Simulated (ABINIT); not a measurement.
# TiCo (Pm-3m) in ABINIT: a series of runs, part 2 of 2

ABINIT 10.8.3 (patched build). Earlier steps stand in the parts before.

## (3) Band structure, PBE, collinear spin, ferromagnetic start

run.abi

```
# Datasets: ground state, then fixed potential
ndtset 2

# Pseudopotentials
pp_dirpath "./"
pseudos "Co.GGA_PBE-JTH.xml, Ti.GGA_PBE-JTH.xml"

# Structure
acell 2.98611099 2.98611099 2.98611099 Angstrom
rprim
     1.0000000000     0.0000000000     0.0000000000
     0.0000000000     1.0000000000     0.0000000000
     0.0000000000     0.0000000000     1.0000000000
ntypat 2
znucl 27 22
natom 2
typat 1 2
xred
     0.5000000000     0.5000000000     0.5000000000
     0.0000000000     0.0000000000     0.0000000000

# Plane-wave basis
ecut 26.0
pawecutdg 48.0

# Exchange and correlation
ixc 11

# Bands and occupations
occopt 3
tsmear 0.05 eV

# Spin
nsppol 2
spinat
     0.0000000000     0.0000000000     2.0000000000
     0.0000000000     0.0000000000     1.0000000000

# SCF cycle
nstep 100

# Output
iomode 3
prtwf 0
prteig 0
prtebands 0
enunit 1
prtden1 1

# Dataset 1
kptopt1 1
ngkpt1 9 9 9
nshiftk1 1
shiftk1 0.0 0.0 0.0
nband1 20
tolvrs1 1.0e-9

# Dataset 2: bands along G-X-M-G-R-X
iscf2 -2
getden2 1
nband2 26
nbdbuf2 4
tolwfr2 1.0e-11
kptopt2 -5
ndivsm2 6
prteig2 1
kptbounds2
     0.0000000000     0.0000000000     0.0000000000
     0.0000000000     0.5000000000     0.0000000000
     0.5000000000     0.5000000000     0.0000000000
     0.0000000000     0.0000000000     0.0000000000
     0.5000000000     0.5000000000     0.5000000000
     0.0000000000     0.5000000000     0.0000000000
```

Potentials or basis: JTH PAW PBE v2.0.

Launch:

```console
> abinit run.abi > log 2>&1
```

run.abo:

```text
.Version 10.8.3 of ABINIT
 DATASET    1 : space group Pm -3 m (#221); Bravais cP (primitive cubic)
================================================================================
 Values of the parameters that define the memory need for DATASET  1.
     intxc =       0    ionmov =       0      iscf =      17    lmnmax =      18
     lnmax =       6     mgfft =      27  mpssoang =       3    mqgrid =    3001
     natom =       2  nloc_mem =       2    nspden =       2   nspinor =       1
    nsppol =       2      nsym =      48    n1xccc =       1    ntypat =       2
    occopt =       3   xclevel =       2
       mpw =        1157          nfft =       19683          nkpt =          35
 PAW method is used; the additional fine FFT grid is defined by:
   mgfftf=        36    nfftf =     46656
================================================================================
================================================================================

 DATASET    2 : space group Pm -3 m (#221); Bravais cP (primitive cubic)
================================================================================
 Values of the parameters that define the memory need for DATASET  2.
     intxc =       0    ionmov =       0      iscf =      -2    lmnmax =      18
     lnmax =       6     mgfft =      27  mpssoang =       3    mqgrid =    3001
     natom =       2  nloc_mem =       2    nspden =       2   nspinor =       1
    nsppol =       2      nsym =      48    n1xccc =       1    ntypat =       2
    occopt =       3   xclevel =       2
       mpw =        1159          nfft =       19683          nkpt =          39
 PAW method is used; the additional fine FFT grid is defined by:
   mgfftf=        36    nfftf =     46656
================================================================================
================================================================================

--------------------------------------------------------------------------------
------------- Echo of variables that govern the present computation ------------
--------------------------------------------------------------------------------
 -outvars: echo values of preprocessed input variables --------
[... 1352 lines left out ...]
 -84.61739  -47.91117  -47.87685  -47.87685  -45.93911  -22.38973  -22.06743  -22.06743
   6.79814    7.36177    8.02924    9.14263    9.14263    9.61216   10.41972   10.51314
  11.78051   11.78051   13.36350   15.02403   25.16477   26.76830   26.76830   27.35446
  27.35446   27.81004
 Eigenvalues (   eV  ) for nkpt=  39  k points, SPIN DOWN:
 kpt#   1, nband= 26, wtk=  1.00000, kpt=  0.0000  0.0000  0.0000 (reduced coord)
 -83.53085  -46.81851  -46.81851  -46.81851  -45.99788  -22.10546  -22.10546  -22.10546
   3.37347    7.57771    7.57771    9.78797    9.78797    9.78797   12.15208   12.15208
  13.89776   13.89776   13.89776   20.02501   20.02501   20.02501   26.56724   26.56724
  30.51861   31.93693
 kpt#   2, nband= 26, wtk=  1.00000, kpt=  0.0000  0.0833  0.0000 (reduced coord)
 -83.53075  -46.82185  -46.81836  -46.81836  -45.99392  -22.12624  -22.10403  -22.10403
   3.51184    7.64026    7.64384    9.77818    9.77818    9.81373   12.07407   12.18081
  13.70409   13.70409   13.86592   19.37931   20.35463   20.35463   26.50386   26.96680
  30.94296   31.56571
 kpt#   3, nband= 26, wtk=  1.00000, kpt=  0.0000  0.1667  0.0000 (reduced coord)
 -83.53048  -46.83085  -46.81796  -46.81796  -45.98323  -22.18267  -22.10008  -22.10008
   3.91695    7.80184    7.83847    9.75409    9.75409    9.88630   11.84594   12.24643
  13.23750   13.23750   13.77675   17.99745   21.23012   21.23012   26.31992   27.49124
  30.77662   31.97421
 kpt#   4, nband= 26, wtk=  1.00000, kpt=  0.0000  0.2500  0.0000 (reduced coord)
 -83.53010  -46.84288  -46.81741  -46.81741  -45.96886  -22.25907  -22.09470  -22.09470
[... 164 lines left out ...]
 -83.52893  -46.85910  -46.81964  -46.81944  -45.93913  -22.39548  -22.12097  -22.12087
   7.25047    7.58864    9.10520    9.21905    9.66984    9.68029   11.13030   11.48647
  11.82715   13.00675   13.47626   15.00382   23.51746   24.19497   25.17170   25.49187
  29.69778   30.02114
 kpt#  38, nband= 26, wtk=  1.00000, kpt=  0.0625  0.5000  0.0625 (reduced coord)
 -83.52925  -46.86421  -46.81718  -46.81712  -45.94053  -22.40571  -22.09355  -22.09354
   7.13374    7.36368    9.19294    9.50209    9.69682   10.03009   10.59760   11.55728
  11.79819   12.23441   13.40523   14.96595   24.61891   25.69345   26.47136   26.71179
  27.95407   28.95096
 kpt#  39, nband= 26, wtk=  1.00000, kpt=  0.0000  0.5000  0.0000 (reduced coord)
 -83.52936  -46.86613  -46.81631  -46.81631  -45.94088  -22.40942  -22.08390  -22.08390
   7.09472    7.27983    9.22878    9.71170    9.71170   10.22622   10.30248   11.69603
  11.78063   11.78063   13.36830   14.96867   25.46833   26.89229   26.89229   27.38343
  27.38343   27.79361

== END DATASET(S) ==============================================================
================================================================================

 -outvars: echo values of variables after computation  --------
            acell      5.6429319527E+00  5.6429319527E+00  5.6429319527E+00 Bohr
           etotal1    -2.0508787981E+02
            fcart1    -0.0000000000E+00 -0.0000000000E+00 -0.0000000000E+00
                      -0.0000000000E+00 -0.0000000000E+00 -0.0000000000E+00
           strten1     1.1877165517E-05  1.1877165517E-05  1.1877165517E-05
                       0.0000000000E+00  0.0000000000E+00  0.0000000000E+00
           xangst      1.4930554950E+00  1.4930554950E+00  1.4930554950E+00
                       0.0000000000E+00  0.0000000000E+00  0.0000000000E+00
             xred      5.0000000000E-01  5.0000000000E-01  5.0000000000E-01
                       0.0000000000E+00  0.0000000000E+00  0.0000000000E+00
 Calculation completed.
```

Run time: 1.8 min. Hardware: 1 thread of Arm Neoverse V2, shared host; peak memory 0.16 GiB.

What came out:

```
Free energy                                           : -5580.7255 eV
Pressure                                              : -0.3 GPa
Band gap on the k mesh                                : none (metal or under the smearing width)
Net moment                                            : 0.82 μB per cell
Site moments                                          : Co +0.92; Ti -0.03 μB
Valence electrons inside the program's atomic spheres : Co 15.57; Ti 10.21
```

Levels at the corners of the path, in eV from the Fermi level:
Spin up:
```tsv
point	band 11	band 12	band 13	band 14	band 15	band 16	band 17	band 18	band 19	band 20
Γ	-4.20	-1.88	-1.88	-1.88	0.48	0.48	2.67	2.67	2.67	8.86
X	-3.11	-1.99	-1.99	-1.52	-0.72	-0.62	0.65	0.65	2.23	3.89
M	-2.74	-2.74	-1.50	-0.79	0.58	0.58	1.10	2.45	2.45	3.12
Γ	-4.20	-1.88	-1.88	-1.88	0.48	0.48	2.67	2.67	2.67	8.86
R	-2.81	-2.12	-2.12	-2.12	-1.47	-1.47	3.20	3.20	6.83	8.28
X	-3.11	-1.99	-1.99	-1.52	-0.72	-0.62	0.65	0.65	2.23	3.89
```
Spin down:
| point | band 10 | band 11 | band 12 | band 13 | band 14 | band 15 | band 16 | band 17 | band 18 | band 19 |
| --- | --- | --- | --- | --- | --- | --- | --- | --- | --- | --- |
| Γ | -3.56 | -3.56 | -1.35 | -1.35 | -1.35 | 1.02 | 1.02 | 2.76 | 2.76 | 2.76 |
| X | -3.86 | -1.91 | -1.42 | -1.42 | -0.91 | -0.83 | 0.56 | 0.65 | 0.65 | 2.23 |
| M | -3.73 | -2.32 | -2.32 | -0.02 | 0.27 | 0.54 | 0.54 | 1.25 | 2.63 | 2.63 |
| Γ | -3.56 | -3.56 | -1.35 | -1.35 | -1.35 | 1.02 | 1.02 | 2.76 | 2.76 | 2.76 |
| R | -2.35 | -2.35 | -2.13 | -2.13 | -2.13 | 0.01 | 0.01 | 3.13 | 3.13 | 7.10 |
| X | -3.86 | -1.91 | -1.42 | -1.42 | -0.91 | -0.83 | 0.56 | 0.65 | 0.65 | 2.23 |

Caveat: small starting moments can end in a higher magnetic state in this program.

## (4) Band structure, RPBE, collinear spin, ferromagnetic start

Changes to run.abi since step 3:

```diff
@@ -8,7 +8,7 @@
 # Structure
-acell 2.98611099 2.98611099 2.98611099 Angstrom
+acell 3*1.0
 rprim
-     1.0000000000     0.0000000000     0.0000000000
-     0.0000000000     1.0000000000     0.0000000000
-     0.0000000000     0.0000000000     1.0000000000
+     5.6429319488     0.0000000000     0.0000000000
+     0.0000000000     5.6429319488     0.0000000000
+     0.0000000000     0.0000000000     5.6429319488
 ntypat 2
@@ -26,3 +26,3 @@
 # Exchange and correlation
-ixc 11
+ixc 15
 
@@ -48,2 +48,5 @@
 prtden1 1
+prtvha1 1
+prtvclmb1 1
+prtpot1 1
 
@@ -64,4 +67,5 @@
 kptopt2 -5
-ndivsm2 6
+ndivsm2 8
 prteig2 1
+prtvol2 -3
 kptbounds2
```

Potentials or basis: JTH PAW PBE v2.0.

Launch:

```console
> abinit run.abi > log 2>&1
```

run.abo:

```text
.Version 10.8.3 of ABINIT
 DATASET    1 : space group Pm -3 m (#221); Bravais cP (primitive cubic)
================================================================================
 Values of the parameters that define the memory need for DATASET  1.
     intxc =       0    ionmov =       0      iscf =      17    lmnmax =      18
     lnmax =       6     mgfft =      27  mpssoang =       3    mqgrid =    3001
     natom =       2  nloc_mem =       2    nspden =       2   nspinor =       1
    nsppol =       2      nsym =      48    n1xccc =       1    ntypat =       2
    occopt =       3   xclevel =       2
       mpw =        1157          nfft =       19683          nkpt =          35
 PAW method is used; the additional fine FFT grid is defined by:
   mgfftf=        36    nfftf =     46656
================================================================================
================================================================================

 DATASET    2 : space group Pm -3 m (#221); Bravais cP (primitive cubic)
================================================================================
 Values of the parameters that define the memory need for DATASET  2.
     intxc =       0    ionmov =       0      iscf =      -2    lmnmax =      18
     lnmax =       6     mgfft =      27  mpssoang =       3    mqgrid =    3001
     natom =       2  nloc_mem =       2    nspden =       2   nspinor =       1
    nsppol =       2      nsym =      48    n1xccc =       1    ntypat =       2
    occopt =       3   xclevel =       2
       mpw =        1165          nfft =       19683          nkpt =          53
 PAW method is used; the additional fine FFT grid is defined by:
   mgfftf=        36    nfftf =     46656
================================================================================
================================================================================

--------------------------------------------------------------------------------
------------- Echo of variables that govern the present computation ------------
[... 1717 lines left out ...]
 -84.69661  -47.91333  -47.87932  -47.87932  -45.94282  -22.32134  -22.00148  -22.00148
   6.89849    7.48901    8.09260    9.22575    9.22575    9.69248   10.57355   10.58820
  11.91986   11.91986   13.50326   15.17221   25.22469   26.88751   26.88751   27.47604
  27.47605   27.95659
 Eigenvalues (   eV  ) for nkpt=  53  k points, SPIN DOWN:
 kpt#   1, nband= 26, wtk=  1.00000, kpt=  0.0000  0.0000  0.0000 (reduced coord)
 -83.54123  -46.74752  -46.74752  -46.74752  -46.01335  -22.05201  -22.05201  -22.05201
   3.47539    7.71974    7.71974    9.91285    9.91285    9.91285   12.30765   12.30765
  14.02324   14.02324   14.02324   20.12930   20.12930   20.12930   26.63713   26.63713
  30.74984   31.97544
 kpt#   2, nband= 26, wtk=  1.00000, kpt=  0.0000  0.0625  0.0000 (reduced coord)
 -83.54118  -46.74952  -46.74743  -46.74743  -46.01101  -22.06378  -22.05121  -22.05121
   3.55333    7.75514    7.75728    9.90710    9.90710    9.92736   12.26321   12.32423
  13.91106   13.91106   14.00527   19.75034   20.31808   20.31808   26.60113   26.88559
  30.97954   31.78835
 kpt#   3, nband= 26, wtk=  1.00000, kpt=  0.0000  0.1250  0.0000 (reduced coord)
 -83.54101  -46.75518  -46.74720  -46.74720  -46.00438  -22.09710  -22.04888  -22.04888
   3.78402    7.85304    7.86876    9.89164    9.89164    9.96943   12.13173   12.36787
  13.61651   13.61651   13.95337   18.83710   20.84275   20.84275   26.49475   27.34694
  31.21655   31.90142
 kpt#   4, nband= 26, wtk=  1.00000, kpt=  0.0000  0.1875  0.0000 (reduced coord)
 -83.54078  -46.76351  -46.74684  -46.74684  -45.99459  -22.14671  -22.04541  -22.04541
[... 234 lines left out ...]
 -83.53952  -46.79308  -46.74713  -46.74701  -45.95398  -22.34668  -22.05056  -22.05049
   7.29099    7.54968    9.32269    9.48681    9.80292    9.99475   10.94884   11.69451
  11.94385   12.68800   13.56490   15.09809   24.18694   25.13437   25.96709   26.27615
  28.80144   29.64910
 kpt#  52, nband= 26, wtk=  1.00000, kpt=  0.0455  0.5000  0.0455 (reduced coord)
 -83.53970  -46.79624  -46.74578  -46.74575  -45.95433  -22.35234  -22.03565  -22.03564
   7.22836    7.42079    9.37908    9.70255    9.82384   10.23641   10.59908   11.75368
  11.91705   12.20147   13.51642   15.09271   25.00601   26.22125   26.92748   27.08496
  27.64583   28.68169
 kpt#  53, nband= 26, wtk=  1.00000, kpt=  0.0000  0.5000  0.0000 (reduced coord)
 -83.53975  -46.79736  -46.74532  -46.74532  -45.95441  -22.35431  -22.03053  -22.03053
   7.20745    7.37538    9.40004    9.83260    9.83260   10.34864   10.42372   11.87499
  11.90557   11.90557   13.49622   15.09533   25.53313   27.00708   27.00708   27.48287
  27.48287   27.91240

== END DATASET(S) ==============================================================
================================================================================

 -outvars: echo values of variables after computation  --------
            acell      1.0000000000E+00  1.0000000000E+00  1.0000000000E+00 Bohr
           etotal1    -2.0495673599E+02
            fcart1    -0.0000000000E+00 -0.0000000000E+00 -0.0000000000E+00
                      -0.0000000000E+00 -0.0000000000E+00 -0.0000000000E+00
            rprim      5.6429319488E+00  0.0000000000E+00  0.0000000000E+00
                       0.0000000000E+00  5.6429319488E+00  0.0000000000E+00
                       0.0000000000E+00  0.0000000000E+00  5.6429319488E+00
           strten1    -1.3994548993E-04 -1.3994548993E-04 -1.3994548993E-04
                       0.0000000000E+00  0.0000000000E+00  0.0000000000E+00
           xangst      1.4930554940E+00  1.4930554940E+00  1.4930554940E+00
                       0.0000000000E+00  0.0000000000E+00  0.0000000000E+00
             xred      5.0000000000E-01  5.0000000000E-01  5.0000000000E-01
                       0.0000000000E+00  0.0000000000E+00  0.0000000000E+00
 Calculation completed.
```

It took 2.1 min on 1 thread of Arm Neoverse V2, shared host; peak memory 0.17 GiB.

What came out:

```
Free energy                                           : -5577.1569 eV
Pressure                                              : 4.1 GPa
Band gap on the k mesh                                : none (metal or under the smearing width)
Net moment                                            : 0.84 μB per cell
Site moments                                          : Co +0.97; Ti -0.05 μB
Valence electrons inside the program's atomic spheres : Co 15.57; Ti 10.20
```

Levels at the corners of the path, in eV from the Fermi level:
Spin up:
```tsv
point	band 13	band 14	band 15	band 16	band 17	band 18
Γ	-1.91	-1.91	0.48	0.48	2.68	2.68
X	-2.03	-1.56	-0.68	-0.67	0.66	0.66
M	-1.57	-0.82	0.57	0.57	1.11	2.45
Γ	-1.91	-1.91	0.48	0.48	2.68	2.68
R	-2.12	-2.12	-1.54	-1.54	3.23	3.23
X	-2.03	-1.56	-0.68	-0.67	0.66	0.66
```
Spin down:
| point | band 10 | band 11 | band 12 | band 13 | band 14 | band 15 | band 16 | band 17 | band 18 | band 19 |
| --- | --- | --- | --- | --- | --- | --- | --- | --- | --- | --- |
| Γ | -3.54 | -3.54 | -1.34 | -1.34 | -1.34 | 1.05 | 1.05 | 2.77 | 2.77 | 2.77 |
| X | -3.88 | -1.86 | -1.42 | -1.42 | -0.91 | -0.83 | 0.62 | 0.65 | 0.65 | 2.24 |
| M | -3.73 | -2.32 | -2.32 | 0.04 | 0.32 | 0.50 | 0.50 | 1.26 | 2.63 | 2.63 |
| Γ | -3.54 | -3.54 | -1.34 | -1.34 | -1.34 | 1.05 | 1.05 | 2.77 | 2.77 | 2.77 |
| R | -2.35 | -2.35 | -2.15 | -2.15 | -2.15 | 0.08 | 0.08 | 3.14 | 3.14 | 7.16 |
| X | -3.88 | -1.86 | -1.42 | -1.42 | -0.91 | -0.83 | 0.62 | 0.65 | 0.65 | 2.24 |

Caveat: small starting moments can end in a higher magnetic state in this program; the PAW data sets were made with another functional, which shifts forces and pressure a little.

## (5) Summary

| level | potentials or basis | cutoff (eV) | fine-grid cutoff | gap on the mesh (eV) | pressure (GPa) | moment (μB) |
| --- | --- | --- | --- | --- | --- | --- |
| LDA | JTH PAW LDA v2.0 | 544 | 1088.46 eV | none | - | 0.48 |
| PBE | JTH PAW PBE v2.0 | 707 | 1306.15 eV | none | -0.3 | 0.82 |
| RPBE | JTH PAW PBE v2.0 | 707 | 1306.15 eV | none | 4.1 | 0.84 |

Alike in all rows: task band structure; spin collinear, ferromagnetic start; cell as given; k mesh 9 × 9 × 9; smearing fermi-dirac 0.05 eV.

Caveats: small starting moments can end in a higher magnetic state in this program; the PAW data sets were made with another functional, which shifts forces and pressure a little (some runs).

Absolute energies hang on the potentials; compare differences alone.
